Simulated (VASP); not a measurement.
Wanted: the native input for a VASP 6.6.1 run.

| Property | Result |
| --- | --- |
| Task | single point |
| Functional | PBE |
| Potentials or basis | VASP PAW PBE potentials, release 64 (K_sv, F) |
| Cutoff | 520 eV |
| k mesh | 8 × 8 × 8 |
| Occupations | gaussian, width 0.02 eV |
| Spin | no spin polarisation |
| Dipole correction | no |
| Further INCAR settings | ALGO = Fast; EDIFF = 1e-06; NBANDS = 15 |

The structure of KF lies in POSCAR:

```
KF
1.0
    0.0000000000      2.9150000000      2.9150000000
    2.9150000000      0.0000000000      2.9150000000
    2.9150000000      2.9150000000      0.0000000000
K F
1 1
Direct
    0.0000000000      0.0000000000      0.0000000000
    0.2500000000      0.2500000000      0.2500000000
```

The cell comes from a database or a generator and needn't be the stable form of this composition.

The input as run:

INCAR

```
PREC = Accurate
ENCUT = 520
EDIFF = 1E-6
ISMEAR = 0
SIGMA = 0.02
LREAL = F
LASPH = T
NELM = 80
ALGO = Fast
ISIF = 2
LWAVE = F
LCHARG = T
GGA = PE
LELF = T
LVHAR = T
NBANDS = 15
```

KPOINTS

```
Automatic mesh
0
Gamma
  8 8 8
```

Potentials or basis: VASP PAW PBE potentials, release 64 (K_sv, F).

The run is started by

```bash
$ cat potpaw_PBE.64/K_sv/POTCAR potpaw_PBE.64/F/POTCAR > POTCAR
$ mpirun -np 1 vasp_std > vasp.out
```

Results of the run:

```
Pressure               : 1.5 GPa
Band gap on the k mesh : 5.21 eV, indirect (least direct gap 5.44 eV)
```

Run time: 15 s on 1 thread of Intel(R) Xeon(R) 6975P-C (Granite Rapids), with other jobs on the host, peak memory 0.17 GiB.
